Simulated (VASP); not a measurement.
Crystal: GaAs.

```xyz
2
Lattice="0.0000 2.8314 2.8314 2.8314 0.0000 2.8314 2.8314 2.8314 0.0000" Properties=species:S:1:pos:R:3 pbc="T T T"
Ga    0.0000    0.0000    0.0000
As    4.2471    4.2471    4.2471
```

The cell is a database's computed one.

Base run:

- Program: VASP 6.6.1
- Functional: TB-mBJ
- Potentials or basis: VASP PAW PBE potentials, release 64 (Ga_d, As)
- Cutoff: 520 eV
- k mesh: 10 × 10 × 10
- Occupations: gaussian, width 0.02 eV
- Spin: no spin polarisation

Its results: band gap on the k mesh 1.55 eV, direct.

The run is repeated on the same cell with these changes: functional from TB-mBJ to r2SCAN. What comes out?

Band gap on the k mesh 0.96 eV, direct.

Not every run made on this cell is shown here.
